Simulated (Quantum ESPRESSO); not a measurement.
MgS (Niningerite): equation of state with LDA

Crystal: MgS (Niningerite).

```xyz
2
Lattice="0.0000 2.6016 2.6016 2.6016 0.0000 2.6016 2.6016 2.6016 0.0000" Properties=species:S:1:pos:R:3 pbc="T T T"
S     2.6016    2.6016    2.6016
Mg    0.0000    0.0000    0.0000
```

```
Program             : Quantum ESPRESSO 7.5
Task                : equation of state
Functional          : LDA
Potentials or basis : GBRV 1.5 LDA
Cutoff              : 612 eV
Density cutoff      : 4898 eV
k mesh              : 9 × 9 × 9
Occupations         : fermi-dirac, width 0.05 eV
Spin                : no spin polarisation
```

* Equilibrium volume: 16.87 Å³/atom
* Bulk modulus: 84 GPa
* Pressure derivative of the bulk modulus: 4.2

Energy against volume, from the lowest point:
```
volume (Å³/atom)  energy (meV/atom)
          16.553               1.57
          16.905               0.00
          17.257               2.24
          17.609               7.87
          17.962              16.56
          18.314              28.02
          18.666              41.90
```

All runs of the series together: 48 s on 2 threads of Arm Neoverse V2 (shared host).

LDA usually gives volumes a few per cent too small. Zero-point motion and thermal expansion aren't in these numbers.
